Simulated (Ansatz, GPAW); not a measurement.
This is a calculation of BP for GPAW 26.7.0 (ASE script). 

run.py

```python
from ase import Atoms
from ase.dft.bandgap import bandgap
from ase.io import write
from ase.units import GPa
from gpaw import GPAW, PW

atoms = Atoms(['P', 'B'],
              cell=[[3.20885057, 0.0, 0.0],
                    [1.604425285, 2.7789461106, 0.0],
                    [1.604425285, 0.9263153702, 2.6200155191]],
              scaled_positions=[[0.75, 0.75, 0.75],
                                [0.0, 0.0, 0.0]],
              pbc=True)

calc = GPAW(mode=PW(800),
            xc='PBE',
            kpts={'size': (10, 10, 10), 'gamma': True},
            occupations={'name': 'methfessel-paxton', 'order': 0, 'width': 0.02},
            nbands=11,
            convergence={'density': 1e-05, 'energy': 1e-05},
            maxiter=150,
            txt='gpaw.txt')
atoms.calc = calc
energy = atoms.get_potential_energy()
forces = atoms.get_forces()
stress = atoms.get_stress()
calc.write('gs.gpw')
write('result.traj', atoms)
print(f'Energy: {energy:.6f} eV')
print('Forces (eV/A):')
print(forces.round(4))
print('Stress (GPa):', (stress / GPa).round(3))
print('Fermi level:', round(calc.get_fermi_level(), 4), 'eV')
print(f'Gap: {bandgap(calc)[0]:.4f} eV, direct: {bandgap(calc, direct=True)[0]:.4f} eV')
```

Potentials or basis: GPAW PAW data sets (gpaw-data 1.2.1), pw.

Run with:

```console
$ OMP_NUM_THREADS=1 python run.py
```

Task: Set up the same calculation for Ansatz 0.2.0. Potentials or basis there: all-electron LAPW, scalar-relativistic.

Result: As run (cutoffs and basis follow the program's own potentials, and thresholds, step limits or extra output files can differ):

input.yaml

```yaml
crystal:
  lattice:
    - [3.20885057, 0.0, 0.0]
    - [1.604425285, 2.7789461106, 0.0]
    - [1.604425285, 0.9263153702, 2.6200155191]
  atoms:
    - { symbol: P, position: [0.75, 0.75, 0.75] }
    - { symbol: B, position: [0.0, 0.0, 0.0] }
kpoints:
  mp_grid: { grid: [10, 10, 10] }
scf:
  occupations: { method: gaussian, width: 0.02 }
hamiltonian:
  xc: pbe
  pseudopotentials: { kind: all_electron, lapw: { basis_error: 0.001 } }
output:
  forces: true
  stress: true
  eigenvalues: true
```

Potentials or basis: all-electron LAPW, scalar-relativistic.

Run with:

```sh
$ ansatz run input.yaml --threads 1 --pin off --max-ram 3072MiB --backend cpu --events-out ev --progress --plain --runs-dir out
```

Both were run:

|  | GPAW | Ansatz |
| --- | --- | --- |
| Pressure | 1.4 GPa | 1.1 GPa |

Where Ansatz's input types no cutoff or centring, it takes its own default and a Γ-centred mesh.

Pressure is positive in compression.
